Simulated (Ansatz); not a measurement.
**Lu: which structure wins, with spin-orbit coupling**

Which of fcc, bcc, hcp is lowest for Lu, with spin-orbit coupling? The runs shown use PAW and LAPW.

Method: DFT PBE, with the methods named in each step, in Ansatz 0.2.0.

## Step 1: The starting structure

Symmetry: Fm-3m, No. 225, cubic system. The conventional cell has a = 4.887 Å, b = 4.887 Å, c = 4.887 Å, α = 90.00°, β = 90.00°, γ = 90.00°. Lu (site symmetry m-3m) is surrounded by 12 Lu at 3.46 Å.

Coordinates:

```
Lu
1.0
     0.00000    2.44328    2.44328
     2.44328    0.00000    2.44328
     2.44328    2.44328    0.00000
Lu
1
Direct
  0.00000 0.00000 0.00000
```

## Step 2: Fcc relaxed, PAW

Contents of input.yaml:

```yaml
crystal:
  lattice:
    - [0.0, 2.4432830035, 2.4432830035]
    - [2.4432830035, 0.0, 2.4432830035]
    - [2.4432830035, 2.4432830035, 0.0]
  atoms:
    - { symbol: Lu, position: [0.0, 0.0, 0.0] }
kpoints:
  mp_grid: { grid: [15, 15, 15] }
scf:
  occupations: { method: fermi_dirac, width: 0.05 }
hamiltonian:
  xc: pbe
  pseudopotentials: { kind: paw_fr }
output:
  forces: true
  stress: true
relax:
  f_tol: 0.005
  max_steps: 40
  cell: {}
magnetization:
  noncollinear: true
  spin_orbit: true
```

Command:

```sh
ansatz run input.yaml --threads 2 --pin off --max-ram 5120MiB --backend cpu --events-out ev --progress --plain --runs-dir out
```

What it wrote (excerpt; [...] marks lines left out):

```text
[...]
Pseudopotentials: kind: paw_fr
Pseudopotential: Lu, paw_fr, valence charge 25, recommended cutoff 420 eV (normal)#standard-fr
Functional definition: PBE
[...]
non-collinear run that drives no moment, with spin-orbit: no starting moment large enough to seed its density (crystal.atoms[].spin), no starting occupations that ask for one, no magnetisation constraint and no magnetic field, so the semilocal B_xc is pinned to zero
Crystal: 1 atoms, lattice volume = 29.171 Å³
Basis set: ecut = 420 eV, 537 PW (Γ), exchange–correlation on 48×48×48 points (8 copies of the dense FFT grid, shifted against one another)
Bands: 34, of which v1, the nominal top of the filled ones, is band 25 counted from 1 (24 counted from 0)
Symmetry: 48 space group operations + 48 with time reversal
Magnetic group: BNS 225.117 (UNI 1619), of the structure as read, at distance tolerance 3.1e-5 Å
k-points: 120 of 3375
Projection manifold: j_resolved (fully-relativistic pseudo-atomic orbitals)
[...]
SCF iter   1: F=—  HF=-14749.571022 eV  |F-HF|=—  |Δ(HF+E_count)|=         —  Δρ=1.76e-2  dr2=1.31e-1  dr2_m=0.00e0 (ungated)  ethr=3.10e-3  |M|=0.00e0 ∫|m|=0.00e0 μB  |m|>n=0.0e0 m-floor=0.0e0 τ_xc=0.0e0  β_m=0.30  ⟨swp⟩=8.0  Hψ=12098  notcnv=0  defer=6
[...]
spin=Noncollinear: Kerker preconditioning applied to the charge; magnetization (m_x, m_y, m_z) channels mix plain (no charge-response kernel on spin).
[...]
relax step   1: F+E_penalty+E_count = -14749.53521506 eV  Δ(F+E_penalty+E_count) = +0.000e0 eV  max|allowed force component| = 0.000e0 eV/Å  Δτ_max = 0.0000 Å  P = -0.645 GPa  Ω = 29.171 Å³  (8 SCF iters, dr2 threshold 1.00e-7 eV, accepted)
[...]
relax step   2: F+E_penalty+E_count = -14749.53625203 eV  Δ(F+E_penalty+E_count) = -1.037e-3 eV  max|allowed force component| = 0.000e0 eV/Å  Δτ_max = 0.0000 Å  P = -0.048 GPa  Ω = 28.750 Å³  energy of the carried Pulay correction = +1.161e-4 eV  (6 SCF iters, dr2 threshold 1.00e-7 eV, accepted)
Projection manifold: j_resolved (fully-relativistic pseudo-atomic orbitals)
[...]
spin=Noncollinear: Kerker preconditioning applied to the charge; magnetization (m_x, m_y, m_z) channels mix plain (no charge-response kernel on spin).
[...]
SCF iter   5: F=—  HF=-14749.536139 eV  |F-HF|=—  |Δ(HF+E_count)|=  4.69e-10  Δρ=4.13e-7  dr2=4.16e-11  dr2_m=0.00e0 (ungated)  ethr=1.00e-12  |M|=0.00e0 ∫|m|=0.00e0 μB  |m|>n=0.0e0 m-floor=0.0e0 τ_xc=0.0e0  β_m=0.92  ⟨swp⟩=8.2  Hψ=13005  notcnv=0
```

## Step 3: More of the same log: fcc relaxed, PAW files

The log, continued (excerpt; [...] marks lines left out):

```text
SCF iter   6: F=-14749.536139 eV  HF=-14749.536139 eV  |F-HF|=0.00e0  |Δ(HF+E_count)|=  1.27e-11  Δρ=1.37e-7  dr2=5.50e-12  dr2_m=0.00e0 (ungated)  ethr=1.00e-12  |M|=0.00e0 ∫|m|=0.00e0 μB  |m|>n=0.0e0 m-floor=0.0e0 τ_xc=0.0e0  ⟨swp⟩=6.0  Hψ=12435  notcnv=0
[...]
relax step   3: F+E_penalty+E_count = -14749.53613948 eV  Δ(F+E_penalty+E_count) = +1.125e-4 eV  max|allowed force component| = 0.000e0 eV/Å  Δτ_max = 0.0000 Å  P = -0.051 GPa  Ω = 28.750 Å³  stress off target by 5.11e-2 GPa  SCF on the basis re-selected at this cell (its energy is not [...]
relax step   4: F+E_penalty+E_count = -14749.53615494 eV  Δ(F+E_penalty+E_count) = -1.545e-5 eV  max|allowed force component| = 0.000e0 eV/Å  Δτ_max = 0.0000 Å  P = +0.001 GPa  Ω = 28.714 Å³  energy of the carried Pulay correction = +9.892e-6 eV  (4 SCF iters, dr2 threshold 6.54e-9 eV, accepted)
[...]
  site 0: m = (+0.0000, +0.0000, +0.0000) μB, |m| = 0.0000 μB  (R = 1.42 Å)
Free energy (F): -14749.536148 eV
[...]
E sigma→0 (E₀):  -14749.529689 eV
Entropy (-TS):   -0.012917 eV (-12.917 meV/atom)
Fermi energy:    13.971643 eV
[...]
--- Forces (eV/Å), atoms counted from 1 ---
  atom   1  Lu    -0.00000000     0.00000000    -0.00000000
[...]
--- Stress (GPa, compression-positive) ---
        0.000834      -0.000000      -0.000000
       -0.000000       0.000834      -0.000000
       -0.000000      -0.000000       0.000834
  P = ⅓ Tr σ = 0.0008 GPa (0.008 kbar)
--- Relaxed structure (3 steps of the walk, 3 accepted, 2 SCFs on fresh bases) ---
  F+E_penalty+E_count = -14749.53614772 eV   max|allowed force component| = 0.000e0 eV/Å   (the final SCF, on the basis selected at the relaxed cell)
  cell:  # Å, volume = 28.7141 Å³
    - [2.428263234426805e-34, 2.430458441572784, 2.430458441572784]
    - [2.430458441572784, -1.536573128670076e-34, 2.430458441572784]
    - [2.430458441572784, 2.430458441572784, -2.1177640011722294e-34]
  atoms:
    - { symbol: Lu, position: [0.0, 0.0, 0.0] }
```

Wall time 40 s (2 threads of Arm Neoverse V1, shared host); peak memory 0.53 GiB.

Relaxation path:

```
step  energy from step 1 (eV/cell)  largest force component (eV/Å)  pressure (GPa)  volume (Å³)
   1                        0.0000                          0.0000           -0.65        29.17
   2                       -0.0010                          0.0000           -0.05        28.75
   3                       -0.0009                          0.0000           -0.05        28.75
   4                       -0.0009                          0.0000            0.00        28.71
   5                       -0.0009                          0.0000            0.00        28.71
```

Step 1 is the start. Steps 3, 5 repeat the geometry before on a plane-wave basis chosen anew for that cell, so the energy can jump there without any move; the table keeps such jumps.

| input's cell | before | after | change |
| --- | --- | --- | --- |
| a (Å) | 3.455 | 3.437 | -0.5 % |
| b (Å) | 3.455 | 3.437 | -0.5 % |
| c (Å) | 3.455 | 3.437 | -0.5 % |
| volume (Å³/atom) | 29.17 | 28.71 | -1.6 % |

## Step 4: Fcc relaxed, LAPW

Contents of input.yaml:

```yaml
crystal:
  lattice:
    - [0.0, 2.4304584416, 2.4304584416]
    - [2.4304584416, 0.0, 2.4304584416]
    - [2.4304584416, 2.4304584416, 0.0]
  atoms:
    - { symbol: Lu, position: [0.0, 0.0, 0.0] }
kpoints:
  mp_grid: { grid: [15, 15, 15] }
scf:
  occupations: { method: fermi_dirac, width: 0.05 }
hamiltonian:
  xc: pbe
  pseudopotentials: { kind: all_electron, lapw: { basis_error: 0.0005 } }
output:
  forces: true
  stress: true
  eigenvalues: true
  populations: true
relax:
  f_tol: 0.005
  max_steps: 25
  cell: {}
magnetization:
  noncollinear: true
  spin_orbit: true
```

Command:

```sh
ansatz run input.yaml --threads 2 --pin off --max-ram 5120MiB --backend cpu --events-out ev --progress --plain --runs-dir out
```

What it wrote (excerpt; [...] marks lines left out):

```text
[...]
Lu: projections on atomic orbitals take those of the free atom 1s2 2s2 2p6 3s2 3p6 3d10 4s2 4p6 4d10 4f14 5s2 5p6 5d1 6s2, of charge +0.00 (hamiltonian.pseudopotentials.projection_atoms)
LAPW: plane waves up to 7.280 Å⁻¹, error target 5.0e-4 eV per atom; Dirac's equation on spinors; Lu in spheres of 1.667 Å, 35 of its electrons in bands
[...]
Pseudopotentials: kind: all_electron
Pseudopotential: Lu, LAPW, valence charge 35, Dirac's equation, gaussian nucleus
[... 1 set-up line as earlier in the session ...]
[...]
non-collinear run that drives no moment, with spin-orbit: no starting moment large enough to seed its density (crystal.atoms[].spin), no starting occupations that ask for one, no magnetisation constraint and no magnetic field, so the semilocal B_xc is pinned to zero
Crystal: 1 atoms, lattice volume = 28.714 Å³
Basis set: ecut = 201.9015539249249 eV, 169 PW (Γ), exchange–correlation at level 2
[...]
Entropy (-TS):   -0.012919 eV (-12.919 meV/atom)
Fermi energy:    15.261327 eV
[...]
--- Forces (eV/Å), atoms counted from 1 ---
  atom   1  Lu    -0.00000000    -0.00000000     0.00000000
[...]
--- Stress (GPa, compression-positive) ---
        0.004149      -0.000000       0.000000
       -0.000000       0.004149       0.000000
        0.000000       0.000000       0.004149
  P = ⅓ Tr σ = 0.0041 GPa (0.041 kbar)
--- Band table (eV; the first three rows and the last of 120) ---
[...]
--- Relaxed structure (1 steps of the walk, 1 accepted, 1 SCFs on fresh bases) ---
  F+E_penalty+E_count = -396727.06564851 eV   max|allowed force component| = 0.000e0 eV/Å   (the final SCF, on the basis selected at the relaxed cell)
  cell:  # Å, volume = 28.7141 Å³
    - [0.0, 2.4304584416, 2.4304584416]
    - [2.4304584416, 0.0, 2.4304584416]
    - [2.4304584416, 2.4304584416, 0.0]
  atoms:
    - { symbol: Lu, position: [0.0, 0.0, 0.0] }
--- Löwdin populations: 1 site ---
  site symbol       q [e]
     0     Lu     70.8809
  spilling = 0.001677 (of n_electrons = 71.000000)
```

It took 1.7 min on 2 threads of Arm Neoverse V1, shared host; peak memory 0.62 GiB.

The steps of the relaxation:

```csv
step,energy from step 1 (eV/cell),largest force component (eV/Å),pressure (GPa),volume (Å³)
1,0.0000,0.0000,0.00,28.71
2,0.0000,0.0000,0.00,28.71
```

Step 1 is the start. Step 2 repeats the geometry before on a plane-wave basis chosen anew for that cell, so the energy can jump there without any move; the table keeps such jumps.

| input's cell | before | after | change |
| --- | --- | --- | --- |
| a (Å) | 3.437 | 3.437 | +0.0 % |
| b (Å) | 3.437 | 3.437 | +0.0 % |
| c (Å) | 3.437 | 3.437 | +0.0 % |
| volume (Å³/atom) | 28.71 | 28.71 | +0.0 % |

Read from it: pressure 0.00 GPa; no gap.

## Step 5: Bcc relaxed, PAW

Contents of input.yaml:

```yaml
crystal:
  lattice:
    - [-1.939235005, 1.939235005, 1.939235005]
    - [1.939235005, -1.939235005, 1.939235005]
    - [1.939235005, 1.939235005, -1.939235005]
  atoms:
    - { symbol: Lu, position: [0.0, 0.0, 0.0] }
kpoints:
  mp_grid: { grid: [15, 15, 15] }
scf:
  occupations: { method: fermi_dirac, width: 0.05 }
hamiltonian:
  xc: pbe
  pseudopotentials: { kind: paw_fr }
output:
  forces: true
  stress: true
relax:
  f_tol: 0.005
  max_steps: 40
  cell: {}
magnetization:
  noncollinear: true
  spin_orbit: true
```

Command:

```sh
ansatz run input.yaml --threads 2 --pin off --max-ram 5120MiB --backend cpu --events-out ev --progress --plain --runs-dir out
```

What it wrote (excerpt; [...] marks lines left out):

```text
[...]
[... 3 set-up lines as earlier in the session ...]
[...]
non-collinear run that drives no moment, with spin-orbit: no starting moment large enough to seed its density (crystal.atoms[].spin), no starting occupations that ask for one, no magnetisation constraint and no magnetic field, so the semilocal B_xc is pinned to zero
Crystal: 1 atoms, lattice volume = 29.171 Å³
Basis set: ecut = 420 eV, 603 PW (Γ), exchange–correlation on 48×48×48 points (8 copies of the dense FFT grid, shifted against one another)
Bands: 34, of which v1, the nominal top of the filled ones, is band 25 counted from 1 (24 counted from 0)
[... 1 set-up line as earlier in the session ...]
Magnetic group: BNS 229.141 (UNI 1643), of the structure as read, at distance tolerance 3.1e-5 Å
[...]
  site 0: m = (+0.0000, +0.0000, +0.0000) μB, |m| = 0.0000 μB  (R = 1.39 Å)
Free energy (F): -14749.444891 eV
[...]
E sigma→0 (E₀):  -14749.435844 eV
Entropy (-TS):   -0.018093 eV (-18.093 meV/atom)
Fermi energy:    13.750850 eV
[...]
--- Forces (eV/Å), atoms counted from 1 ---
  atom   1  Lu     0.00000000    -0.00000000     0.00000000
[...]
--- Stress (GPa, compression-positive) ---
        0.007832       0.000000      -0.000000
        0.000000       0.007832      -0.000000
        0.000000       0.000000       0.007832
  P = ⅓ Tr σ = 0.0078 GPa (0.078 kbar)
--- Relaxed structure (2 steps of the walk, 2 accepted, 1 SCFs on fresh bases) ---
  F+E_penalty+E_count = -14749.44489056 eV   max|allowed force component| = 0.000e0 eV/Å   (the final SCF, on the basis selected at the relaxed cell)
  cell:  # Å, volume = 29.3264 Å³
    - [-1.9426716395569417, 1.9426716395569417, 1.9426716395569417]
    - [1.9426716395569417, -1.9426716395569417, 1.9426716395569417]
    - [1.9426716395569417, 1.9426716395569417, -1.9426716395569417]
  atoms:
    - { symbol: Lu, position: [0.0, 0.0, 0.0] }
```

Run time: 23 s. Hardware: 2 threads of Arm Neoverse V1, shared host; peak memory 0.53 GiB.

Step by step:

```csv
step,energy from step 1 (eV/cell),largest force component (eV/Å),pressure (GPa),volume (Å³)
1,0.0000,0.0000,0.24,29.17
2,-0.0001,0.0000,0.01,29.33
3,-0.0001,0.0000,0.01,29.33
```

Step 1 is the start. Step 3 repeats the geometry before on a plane-wave basis chosen anew for that cell, so the energy can jump there without any move; the table keeps such jumps.

| input's cell | before | after | change |
| --- | --- | --- | --- |
| a (Å) | 3.359 | 3.365 | +0.2 % |
| b (Å) | 3.359 | 3.365 | +0.2 % |
| c (Å) | 3.359 | 3.365 | +0.2 % |
| volume (Å³/atom) | 29.17 | 29.33 | +0.5 % |

(Part 1 of 2 ends here.)
